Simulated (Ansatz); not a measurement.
**Eigenvalues along a path: Cd (diamond type)**

```xyz
2
Lattice="0.0000 3.3437 3.3437 3.3437 0.0000 3.3437 3.3437 3.3437 0.0000" Properties=species:S:1:pos:R:3 pbc="T T T"
Cd   -0.8359   -0.8359   -0.8359
Cd    0.8359    0.8359    0.8359
```

The cell comes from a relaxation on PAW files under the same functional, begun from a prototype that needn't be the stable phase.

Level of theory: DFT with PBE, scalar-relativistic, in Ansatz 0.2.0; a Γ-centred 12×12×12 k mesh, Fermi–Dirac smearing of 0.08 eV, no spin polarisation. LAPW: all electrons, basis error target 1 meV/atom.

Path points, in fractions of the reciprocal vectors: Γ (0.000, 0.000, 0.000), X (0.500, 0.000, 0.500), U (0.625, 0.250, 0.625), K (0.375, 0.375, 0.750), L (0.500, 0.500, 0.500), W (0.500, 0.250, 0.750). The distance column jumps between branches of the path. Levels in eV from the Fermi level; bands 9 to 22, counted from the lowest band of the run. The gap is zero, the pressure 0.04 GPa.

```
# k(1/Å) point b9 b10 b11 b12 b13 b14 b15 b16 b17 b18 b19 b20 b21 b22
0.000 Γ -9.13 -9.13 -9.13 -9.08 -9.08 -8.45 -8.45 -8.45 -8.30 -8.30 -6.31 4.23 4.23 4.23
0.134 - -9.16 -9.13 -9.13 -9.07 -9.04 -8.49 -8.44 -8.44 -8.31 -8.29 -6.23 3.39 3.73 3.73
0.268 - -9.19 -9.14 -9.14 -9.04 -8.97 -8.57 -8.40 -8.40 -8.34 -8.27 -6.01 2.33 2.97 2.97
0.403 - -9.21 -9.16 -9.16 -8.99 -8.89 -8.68 -8.38 -8.36 -8.36 -8.29 -5.65 1.25 2.28 2.28
0.537 - -9.20 -9.18 -9.18 -8.93 -8.80 -8.79 -8.44 -8.32 -8.31 -8.31 -5.15 0.16 1.72 1.72
0.671 - -9.19 -9.19 -9.18 -8.89 -8.85 -8.71 -8.52 -8.38 -8.27 -8.27 -4.52 -0.92 1.30 1.30
0.805 - -9.20 -9.20 -9.14 -8.99 -8.77 -8.62 -8.60 -8.45 -8.24 -8.24 -3.77 -1.95 1.04 1.04
0.940 X -9.20 -9.20 -9.07 -9.07 -8.68 -8.68 -8.53 -8.53 -8.22 -8.22 -2.90 -2.90 0.95 0.95
0.987 - -9.21 -9.20 -9.07 -9.07 -8.68 -8.68 -8.54 -8.53 -8.22 -8.22 -2.91 -2.89 0.88 0.96
1.034 - -9.22 -9.20 -9.07 -9.04 -8.69 -8.68 -8.55 -8.53 -8.22 -8.21 -2.91 -2.87 0.71 0.99
1.082 - -9.23 -9.20 -9.07 -9.01 -8.69 -8.68 -8.58 -8.53 -8.22 -8.20 -2.93 -2.82 0.48 1.03
1.129 - -9.25 -9.21 -9.06 -8.98 -8.70 -8.68 -8.61 -8.53 -8.22 -8.19 -2.96 -2.75 0.23 1.10
1.177 - -9.26 -9.21 -9.06 -8.94 -8.71 -8.68 -8.64 -8.53 -8.22 -8.18 -3.01 -2.67 0.01 1.18
1.224 - -9.27 -9.21 -9.06 -8.91 -8.72 -8.68 -8.67 -8.53 -8.22 -8.17 -3.08 -2.56 -0.18 1.28
1.272 U -9.28 -9.21 -9.05 -8.87 -8.73 -8.72 -8.67 -8.53 -8.22 -8.17 -3.19 -2.44 -0.32 1.40
1.847 K -9.28 -9.21 -9.05 -8.87 -8.73 -8.72 -8.67 -8.53 -8.22 -8.17 -3.19 -2.44 -0.32 1.40
1.989 - -9.28 -9.22 -9.03 -8.83 -8.77 -8.75 -8.65 -8.53 -8.21 -8.17 -3.71 -1.95 -0.37 1.83
2.132 - -9.25 -9.23 -9.03 -8.93 -8.82 -8.65 -8.63 -8.50 -8.21 -8.21 -4.38 -1.28 0.01 2.37
2.274 - -9.23 -9.22 -9.06 -8.97 -8.87 -8.59 -8.59 -8.44 -8.27 -8.22 -5.02 -0.43 0.68 2.96
2.417 - -9.22 -9.18 -9.11 -9.00 -8.93 -8.55 -8.55 -8.37 -8.34 -8.24 -5.57 0.60 1.55 3.51
2.559 - -9.19 -9.15 -9.13 -9.02 -8.98 -8.51 -8.51 -8.40 -8.33 -8.26 -5.98 1.78 2.56 3.92
2.701 - -9.16 -9.14 -9.13 -9.06 -9.04 -8.46 -8.46 -8.43 -8.31 -8.29 -6.22 3.10 3.60 4.16
2.844 Γ -9.13 -9.13 -9.13 -9.08 -9.08 -8.45 -8.45 -8.45 -8.30 -8.30 -6.31 4.23 4.23 4.23
2.960 - -9.15 -9.15 -9.13 -9.06 -9.06 -8.45 -8.45 -8.45 -8.30 -8.30 -6.25 3.26 4.05 4.05
3.076 - -9.17 -9.17 -9.12 -9.02 -9.02 -8.47 -8.47 -8.47 -8.29 -8.29 -6.08 2.02 3.70 3.70
3.192 - -9.18 -9.18 -9.12 -8.99 -8.99 -8.49 -8.48 -8.48 -8.28 -8.28 -5.81 0.81 3.36 3.36
3.309 - -9.19 -9.19 -9.11 -8.97 -8.97 -8.52 -8.49 -8.49 -8.27 -8.27 -5.44 -0.30 3.07 3.07
3.425 - -9.19 -9.19 -9.11 -8.96 -8.96 -8.55 -8.48 -8.48 -8.27 -8.27 -4.98 -1.30 2.86 2.86
3.541 - -9.19 -9.19 -9.11 -8.96 -8.96 -8.56 -8.48 -8.48 -8.27 -8.27 -4.51 -2.09 2.73 2.73
3.657 L -9.19 -9.19 -9.11 -8.96 -8.96 -8.57 -8.48 -8.48 -8.27 -8.27 -4.26 -2.45 2.68 2.68
3.752 - -9.20 -9.19 -9.09 -8.95 -8.95 -8.58 -8.49 -8.49 -8.27 -8.26 -4.23 -2.43 2.27 2.59
3.847 - -9.23 -9.20 -9.07 -8.93 -8.91 -8.62 -8.51 -8.50 -8.25 -8.23 -4.13 -2.36 1.54 2.33
3.942 - -9.25 -9.22 -9.04 -8.91 -8.86 -8.67 -8.55 -8.51 -8.24 -8.21 -3.97 -2.26 0.84 1.92
4.037 - -9.26 -9.23 -9.02 -8.87 -8.80 -8.73 -8.59 -8.53 -8.22 -8.19 -3.74 -2.18 0.26 1.43
4.132 - -9.27 -9.24 -8.99 -8.84 -8.79 -8.74 -8.63 -8.55 -8.20 -8.17 -3.45 -2.20 -0.09 0.93
4.227 - -9.27 -9.26 -8.96 -8.87 -8.78 -8.70 -8.66 -8.58 -8.19 -8.17 -3.11 -2.41 -0.13 0.47
4.322 W -9.27 -9.27 -8.92 -8.92 -8.73 -8.73 -8.62 -8.62 -8.18 -8.18 -2.74 -2.74 0.09 0.09
4.389 - -9.26 -9.26 -8.93 -8.93 -8.73 -8.73 -8.62 -8.62 -8.18 -8.18 -2.75 -2.75 0.13 0.13
4.456 - -9.26 -9.26 -8.95 -8.95 -8.71 -8.71 -8.61 -8.61 -8.18 -8.18 -2.78 -2.78 0.22 0.22
4.523 - -9.25 -9.25 -8.98 -8.98 -8.70 -8.70 -8.59 -8.59 -8.19 -8.19 -2.81 -2.81 0.37 0.37
4.590 - -9.23 -9.23 -9.01 -9.01 -8.69 -8.69 -8.57 -8.57 -8.20 -8.20 -2.85 -2.85 0.56 0.56
4.657 - -9.22 -9.22 -9.04 -9.04 -8.69 -8.69 -8.55 -8.55 -8.21 -8.21 -2.88 -2.88 0.74 0.74
4.724 - -9.21 -9.21 -9.06 -9.06 -8.68 -8.68 -8.54 -8.54 -8.22 -8.22 -2.90 -2.90 0.89 0.89
4.791 X -9.20 -9.20 -9.07 -9.07 -8.68 -8.68 -8.53 -8.53 -8.22 -8.22 -2.90 -2.90 0.95 0.95
```
